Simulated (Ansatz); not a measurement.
Input and command of a plane-wave DFT calculation in Ansatz:

```yaml
crystal:
  lattice:
    - [16.3, 0.0, 0.0]
    - [0.0, 16.8, 0.0]
    - [0.0, 0.0, 11.4918972542]
  atoms:
    - { symbol: In, position: [0.6254994942, 0.5, 0.0] }
    - { symbol: Sb, position: [0.5424115752, 0.3603706129, 0.4166666667] }
    - { symbol: Sb, position: [0.3762357372, 0.6396293871, 0.75] }
    - { symbol: In, position: [0.4593236562, 0.5, 0.3333333333] }
    - { symbol: Sb, position: [0.5424115752, 0.6396293871, 0.4166666667] }
    - { symbol: Sb, position: [0.3762357372, 0.3603706129, 0.75] }
    - { symbol: In, position: [0.3762357372, 0.3603706129, 1.0] }
    - { symbol: In, position: [0.5424115752, 0.6396293871, 0.6666666667] }
    - { symbol: Sb, position: [0.4593236562, 0.5, 0.0833333333] }
    - { symbol: In, position: [0.3762357372, 0.6396293871, 1.0] }
    - { symbol: In, position: [0.5424115752, 0.3603706129, 0.6666666667] }
    - { symbol: Sb, position: [0.6254994942, 0.5, 0.75] }
    - { symbol: H, position: [0.6758212037, 0.5845657173, 0.0504703433] }
    - { symbol: H, position: [0.6758212037, 0.4154342827, 0.0504703433] }
    - { symbol: H, position: [0.4929574813, 0.2772629251, 0.3670665017] }
    - { symbol: H, position: [0.641319763, 0.3603706129, 0.3670665017] }
    - { symbol: H, position: [0.3267816433, 0.5565216994, 0.700399835] }
    - { symbol: H, position: [0.3267816433, 0.7227370749, 0.700399835] }
    - { symbol: H, position: [0.358680237, 0.5, 0.3838036767] }
    - { symbol: H, position: [0.4929574813, 0.7227370749, 0.3670665017] }
    - { symbol: H, position: [0.641319763, 0.6396293871, 0.3670665017] }
    - { symbol: H, position: [0.3267816433, 0.4434783006, 0.700399835] }
    - { symbol: H, position: [0.3267816433, 0.2772629251, 0.700399835] }
    - { symbol: H, position: [0.275592318, 0.3603706129, 0.0504703433] }
    - { symbol: H, position: [0.4265574468, 0.2758048955, 0.0504703433] }
    - { symbol: H, position: [0.5927332848, 0.7241951045, 0.71713701] }
    - { symbol: H, position: [0.275592318, 0.6396293871, 0.0504703433] }
    - { symbol: H, position: [0.4265574468, 0.7241951045, 0.0504703433] }
    - { symbol: H, position: [0.5927332848, 0.2758048955, 0.71713701] }
    - { symbol: H, position: [0.724407682, 0.5, 0.700399835] }
basis:
  ecutwfc: 420
kpoints:
  mp_grid: { grid: [1, 1, 5] }
hamiltonian:
  xc: pbe
scf:
  occupations: { method: gaussian, width: 0.05 }
output:
  forces: true
  stress: true
  eigenvalues: true
  populations: true
  write_density: true
  write_potential: true
  elf: true
  volumetric_format: npy
relax:
  adjacent_minimum: "off"
  f_tol: 0.02
  max_steps: 45
  cell: { fix: [a, b, alpha, beta, gamma], stress_tol: 0.03 }
```

```bash
ansatz run input.yaml --threads 4 --pin off --max-ram 11264MiB --backend cpu --events-out ev --progress --plain --runs-dir out
```

Processor: Intel(R) Xeon(R) Processor @ 2.50GHz (Skylake/Cascade Lake), 4 threads, on a host shared with other jobs.

**Question.** Estimate time, memory and problem size.

**Answer.** About 27 min on 4 threads of Intel(R) Xeon(R) Processor @ 2.50GHz (Skylake/Cascade Lake) (shared host), peak memory 5.1 GiB. It solves 123 bands at 3 k points (the mesh reduced by symmetry) with about 60371 plane waves (on the last cell), in 147 SCF iterations over 19 ionic steps.
